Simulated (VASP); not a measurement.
# InP (F-43m) in VASP: notebook, part 2 of 2

VASP 6.6.1.

### Step 4. Single point, PBE+D3(BJ)

This run uses another cell than the first one, of 27.05 Å³/atom, 1.049 times its volume.

File INCAR:

```
SYSTEM = InP
PREC     = Accurate       ! precision mode
ENCUT    = 500            ! plane-wave cutoff, eV
EDIFF    = 1E-6           ! SCF threshold, eV
ISMEAR   = 0              ! smearing method
SIGMA    = 0.01           ! smearing width, eV
LREAL    = .False.        ! projectors in reciprocal space
LASPH    = .True.         ! aspherical terms in the spheres
NELM     = 120            ! most SCF steps
ALGO     = Normal         ! electronic algorithm
ISIF     = 2              ! what is computed and relaxed
LWAVE    = .False.        ! write WAVECAR
LCHARG   = .False.        ! write CHGCAR
GGA      = PE             ! functional
IVDW     = 12             ! dispersion correction
NBANDS   = 16             ! bands
GGA_COMPAT= .False.
```

File KPOINTS:

```
Automatic mesh
0
Gamma
  7 7 7
  0 0 0
```

File POSCAR:

```
InP
1.0
    0.0000000000      3.0020036352      3.0020036352
    3.0020036352      0.0000000000      3.0020036352
    3.0020036352      3.0020036352      0.0000000000
In P
1 1
Direct
    0.0000000000      0.0000000000      0.0000000000
    0.2500000000      0.2500000000      0.2500000000
```

Potentials or basis: VASP PAW PBE potentials, release 64 (In_d, P).

Started as:

```console
cat potpaw_PBE.64/In_d/POTCAR potpaw_PBE.64/P/POTCAR > POTCAR
mpirun -np 1 vasp_std > vasp.out
```

OUTCAR:

```text
SYSTEM = InP
   PREC = Accurate
   ENCUT = 500
   EDIFF = 1E-6
   ISMEAR = 0
   LREAL = .False.
   LASPH = .True.
   NELM = 120
   ISIF = 2
   GGA = PE
   IVDW = 12
 IVDW          = 12

 ion  position               nearest neighbor table
   1  0.000  0.000  0.000-   2 2.60   2 2.60   2 2.60   2 2.60
   2  0.250  0.250  0.250-   1 2.60   1 2.60   1 2.60   1 2.60

  LATTYP: Found a face centered cubic cell.
 ALAT       =     6.0040072704

  Lattice vectors:

 A1 = (   0.0000000000,   3.0020036352,   3.0020036352)
 A2 = (   3.0020036352,   0.0000000000,   3.0020036352)
 A3 = (   3.0020036352,   3.0020036352,   0.0000000000)

Analysis of symmetry for initial positions (statically):
=====================================================================
 Subroutine PRICEL returns:
 Original cell was already a primitive cell.

 Routine SETGRP: Setting up the symmetry group for a
 face centered cubic supercell.

 Subroutine GETGRP returns: Found 24 space group operations
 (whereof 24 operations were pure point group operations)
 out of a pool of 48 trial point group operations.

The static configuration has the point symmetry T_d .
[... 153 lines left out ...]

  energy without entropy =       -8.39829977  energy(sigma->0) =       -8.39829977

 E-fermi :   4.4812     XC(G=0):  -8.9653

 val. band max:        4.4319124790   @ k =   0.0000   0.0000   0.0000
 cond. band min:       4.7480517608   @ k =   0.0000   0.0000   0.0000
 fundamental gap:      0.3161392817
 Fermi energy:         4.4811806170

 k-point     1 :       0.0000    0.0000    0.0000
  band No.  band energies     occupation
      1      -9.6330      2.00000
      2      -9.6330      2.00000
      3      -9.6330      2.00000
      4      -9.5141      2.00000
      5      -9.5141      2.00000
      6      -6.6153      2.00000
[... 357 lines left out ...]
      3      -9.5611      2.00000
      4      -9.5287      2.00000
      5      -9.5021      2.00000
      6      -4.5490      2.00000
[... 8 lines left out ...]
     15      14.7496      0.00000
     16      16.5101      0.00000

------------------------ aborting loop because EDIFF is reached ----------------------------------------

 Edisp (eV)   -0.57882

 E8    (eV) :    -0.2569

  FORCE on cell =-STRESS in cart. coord.  units (eV):
  Direction    XX          YY          ZZ          XY          YZ          ZX
  --------------------------------------------------------------------------------------
  -------------------------------------------------------------------------------------
  Total      -1.09324    -1.09324    -1.09324     0.00000     0.00000     0.00000
  in kB     -32.37139   -32.37139   -32.37139     0.00000     0.00000     0.00000
  external pressure =      -32.37 kB  Pullay stress =        0.00 kB

 VOLUME and BASIS-vectors are now :
 -----------------------------------------------------------------------------
  energy-cutoff  :      500.00
  volume of cell :       54.11
      direct lattice vectors                 reciprocal lattice vectors
     0.000000000  3.002003635  3.002003635    -0.166555428  0.166555428  0.166555428
     3.002003635  0.000000000  3.002003635     0.166555428 -0.166555428  0.166555428
     3.002003635  3.002003635  0.000000000     0.166555428  0.166555428 -0.166555428

 POSITION                                       TOTAL-FORCE (eV/Angst)
 -----------------------------------------------------------------------------------
      0.00000      0.00000      0.00000        -0.000000     -0.000000     -0.000000
      1.50100      1.50100      1.50100         0.000000      0.000000      0.000000
 -----------------------------------------------------------------------------------
    total drift:                               -0.000000     -0.000000     -0.000000

  FREE ENERGIE OF THE ION-ELECTRON SYSTEM (eV)
  ---------------------------------------------------
  free  energy   TOTEN  =        -8.9771164291 eV

  energy  without entropy=       -8.9771164291  energy(sigma->0) =       -8.97711643
```

OSZICAR:

```text
N       E                     dE             d eps       ncg     rms          rms(c)
DAV:   1     0.113127476904E+03    0.11313E+03   -0.82742E+03   640   0.119E+03
DAV:   2    -0.117401623829E+01   -0.11430E+03   -0.10931E+03   720   0.293E+02
DAV:   3    -0.857780300345E+01   -0.74038E+01   -0.73696E+01   824   0.737E+01
DAV:   4    -0.878062955996E+01   -0.20283E+00   -0.20274E+00   792   0.134E+01
DAV:   5    -0.879264782712E+01   -0.12018E-01   -0.12018E-01   936   0.294E+00    0.510E+00
DAV:   6    -0.841863478377E+01    0.37401E+00   -0.61533E-01  1040   0.119E+01    0.304E+00
DAV:   7    -0.839662249281E+01    0.22012E-01   -0.14357E-01   904   0.278E+00    0.118E+00
DAV:   8    -0.839740358876E+01   -0.78110E-03   -0.13324E-02   776   0.133E+00    0.249E-01
DAV:   9    -0.839808123384E+01   -0.67765E-03   -0.13384E-03   768   0.412E-01    0.143E-01
DAV:  10    -0.839821850869E+01   -0.13727E-03   -0.19893E-04   936   0.144E-01    0.900E-02
DAV:  11    -0.839829992214E+01   -0.81413E-04   -0.11429E-04   760   0.823E-02    0.352E-02
DAV:  12    -0.839829977305E+01    0.14909E-06   -0.70447E-06   792   0.284E-02
   1 F= -.89771164E+01 E0= -.89771164E+01  d E =-.141687E-14
```

stdout:

```text
POSCAR found type information on POSCAR InP
 POSCAR found :  2 types and       2 ions
 scaLAPACK will be used
 LDA part: xc-table for (Slater+PW92), standard interpolation
 POSCAR, INCAR and KPOINTS ok, starting setup
 FFT: planning ... GRIDC
 FFT: planning ... GRID_SOFT
 FFT: planning ... GRID
 WAVECAR not read
 entering main loop
```

Run time: 26 s. Hardware: 1 thread of AMD EPYC 7R43 (Zen 3), shared host; peak memory 0.15 GiB.

Results:

- Free energy: -8.9771 eV
- Pressure: -3.2 GPa
- Band gap on the k mesh: 0.32 eV, direct
- Dispersion energy per atom: -0.289 eV

Caveat: three body term missing; spin-orbit coupling is left out, which moves the levels of the heavy elements.

### Step 5. Single point, PBE+D3(BJ)

This run uses another cell than the first one, of 27.68 Å³/atom, 1.073 times its volume.

File INCAR:

```
SYSTEM = InP
ALGO     = Normal         ! electronic algorithm
EDIFF    = 1E-6           ! SCF threshold, eV
ENCUT    = 500            ! plane-wave cutoff, eV
GGA      = PE             ! functional
GGA_COMPAT= .FALSE.      
ISIF     = 2              ! what is computed and relaxed
ISMEAR   = 0              ! smearing method
IVDW     = 12             ! dispersion correction
LASPH    = .TRUE.         ! aspherical terms in the spheres
LCHARG   = .FALSE.        ! write CHGCAR
LREAL    = .FALSE.        ! projectors in reciprocal space
LWAVE    = .FALSE.        ! write WAVECAR
NBANDS   = 16             ! bands
NELM     = 120            ! most SCF steps
PREC     = Accurate       ! precision mode
SIGMA    = 0.01           ! smearing width, eV
```

File KPOINTS:

```
k-points
0
G
  7 7 7
  0 0 0
```

File POSCAR:

```
InP
1.0
    0.0000000000      3.0250968783      3.0250968783
    3.0250968783      0.0000000000      3.0250968783
    3.0250968783      3.0250968783      0.0000000000
In P
1 1
Direct
    0.0000000000      0.0000000000      0.0000000000
    0.2500000000      0.2500000000      0.2500000000
```

Started as:

```console
cat potpaw_PBE.64/In_d/POTCAR potpaw_PBE.64/P/POTCAR > POTCAR
mpirun -np 1 vasp_std > vasp.out
```

Run time: 27 s. Hardware: 1 thread of AMD EPYC 7R43 (Zen 3), shared host; peak memory 0.15 GiB.

Results (log left out):

| Property | Result |
| --- | --- |
| Free energy | -8.9477 eV |
| Pressure | -4.3 GPa |
| Band gap on the k mesh | 0.19 eV, direct |
| Dispersion energy per atom | -0.282 eV |

Levels at points of the mesh, in eV from the valence-band top:
```tsv
k point	band 7	band 8	band 9	band 10	band 11	band 12
(0.00, 0.00, 0.00)	0.00	0.00	0.00	0.19	4.08	4.08
```

Caveat: three body term missing; spin-orbit coupling is left out, which moves the levels of the heavy elements.

### Step 6. Summary

```csv
cell,gap on the mesh (eV),pressure (GPa)
"a = 4.179 Å, angles 60.0°, 2 atoms",0.58,-0.6
"a = 4.212 Å, angles 60.0°, 2 atoms",0.44,-2.0
"a = 4.245 Å, angles 60.0°, 2 atoms",0.32,-3.2
"a = 4.278 Å, angles 60.0°, 2 atoms",0.19,-4.3
```

Alike in all rows: task single point; level PBE+D3(BJ); potentials or basis VASP PAW PBE potentials, release 64 (In_d, P); no spin polarisation; k mesh 7 × 7 × 7; cutoff (eV) 500; smearing gaussian 0.01 eV.

Caveats: three body term missing; spin-orbit coupling is left out, which moves the levels of the heavy elements.

Total energies depend on the potentials used, so only differences within one code and one set of settings carry meaning.

### Step 7. Against experiment

Step 2. A measured gap of InP is 1.4236 eV (direct; 1.6 K; a printed reference work, data compilation); the calculated 0.58 eV misses it by -0.85 eV. Spin-orbit coupling on In is left out. The value is that of PBE+D3(BJ), without temperature or zero-point motion. Semilocal functionals fall short of measured gaps as a rule.

Step 3. Against the measured gap of InP, 1.4236 eV (direct; 1.6 K; a printed reference work, data compilation), the calculated 0.44 eV is off by -0.98 eV. Spin-orbit coupling on In is left out. The value is that of PBE+D3(BJ), without temperature or zero-point motion. Semilocal functionals fall short of measured gaps as a rule.
